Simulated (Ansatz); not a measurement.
A (101) slab of TiAl (P4/mmm (No. 123)), 5 planes, outer planes TiAl (top) and TiAl (bottom), with 10 atoms (Ti5Al5) in a surface cell of A = 13.993 Å², as cut from the bulk:

```yaml
crystal:
  lattice:
    - [2.82209, 0.00000, 0.00000]
    - [0.00000, 4.95825, 0.00000]
    - [0.00000, 0.00000, 24.28151]
  atoms:
    - { symbol: Ti, position: [0.00000, 0.32396, 0.30888] }
    - { symbol: Al, position: [0.50000, 0.82396, 0.30888] }
    - { symbol: Ti, position: [0.00000, 0.64791, 0.40444] }
    - { symbol: Al, position: [0.50000, 0.14791, 0.40444] }
    - { symbol: Ti, position: [0.00000, 0.97187, 0.50000] }
    - { symbol: Al, position: [0.50000, 0.47187, 0.50000] }
    - { symbol: Ti, position: [0.00000, 0.29582, 0.59556] }
    - { symbol: Al, position: [0.50000, 0.79582, 0.59556] }
    - { symbol: Ti, position: [0.00000, 0.61978, 0.69112] }
    - { symbol: Al, position: [0.50000, 0.11978, 0.69112] }
```

All numbers below come from DFT PBE, scalar-relativistic, plane waves, PAW (Ansatz 0.2.0). Settings: cutoff 420 eV, Γ-centred mesh 12×7×1 on the computed 10-atom cell, Gaussian smearing of 0.10 eV; no spin polarisation.

Against the same 10 atoms in the bulk, the slab as cut lies 3.051 eV higher and the relaxed slab 2.999 eV higher.

Q: Work out the surface energy before and after relaxation.

A: The slab has two faces, so γ = (E_slab − N·E_bulk)/(2A), the mean of both. As cut: 3.051/(2 × 13.993) = 0.1090 eV/Å², and 1 eV/Å² = 16.02 J/m², so γ = 1.75 J/m². Relaxed: 2.999/(2 × 13.993) = 0.1072 eV/Å² = 1.72 J/m². Relaxation recovers 1.7 % of the cost of cutting.

Q: What is the ideal work of this cut, per area?

A: Griffith's ideal work is 2γ: 3.49 J/m² if the new faces stay rigid, 3.43 J/m² if they relax. One thickness was run, 5 planes, so γ can still shift with it.

Separating TiAl along this plane costs 3.43 J/m² with relaxed faces, and nearly all of that is the price of broken bonds, since relaxation returns only 1.7 % of it. The geometry explains why. In the face-centred description of this ordered structure, the (101) plane of the small tetragonal cell is the close-packed octahedral plane. Each surface atom keeps all its in-plane neighbours and loses only those across the cut, so the remaining metallic bonding, with its Ti d–Al p hybridisation, probably leaves little drive for large displacements. Each layer also holds Ti and Al in equal number, so neither face is enriched in one element. The two faces are equivalent by inversion, which makes the mean γ of 1.72 J/m² the value for each of them.

The ideal work is the thermodynamic minimum for brittle separation, not a fracture toughness; whether a crack in TiAl cleaves or blunts also depends on the resistance to slip at its tip, which a surface energy doesn't contain.
